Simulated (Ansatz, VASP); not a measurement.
# MgO in VASP and in Ansatz

```
Mg O
1.0
     3.30085    0.00000    0.00000
    -1.65043    2.85862    0.00000
     0.00000    0.00000    5.02821
Mg O
2 2
Direct
  0.33333 0.66667 0.49129
  0.66667 0.33333 0.99129
  0.66667 0.33333 0.38772
  0.33333 0.66667 0.88772
```

Alike in both runs: functional PBEsol; k mesh 9 × 9 × 6; occupations gaussian, width 0.02 eV; no spin polarisation.

Ansatz relaxed the structure, and its values are those at the end. VASP's run is a single point on that final structure, the one shown.

|  | VASP | Ansatz |
| --- | --- | --- |
| version | VASP 6.6.1 | Ansatz 0.2.0 |
| potentials or method | VASP PAW PBE potentials, release 64 (Mg, O) | scalar-relativistic, plane waves, PAW |
| plane-wave cutoff (eV) | 520 | 420 |
| valence electrons in the cell | 16 | 32 |

Ansatz gave:

```
gap on the k mesh at the Fermi level (eV) : 3.36
least direct gap on the mesh (eV)         : 3.36
pressure (GPa)                            : 0.0
```

Problem. What did VASP give for the same quantities?

Solution. gap on the k mesh at the Fermi level (eV): 3.36; least direct gap on the mesh (eV): 3.36; pressure (GPa): -0.3.

The two sets of potentials don't hold the same shells in valence.

Caveats: the PAW data sets were made with another functional, which shifts forces and pressure a little (VASP); an odd mesh through Γ misses points on the zone boundary, where band edges often lie. PBEsol gaps usually lie below the measured ones, often by a third to a half.
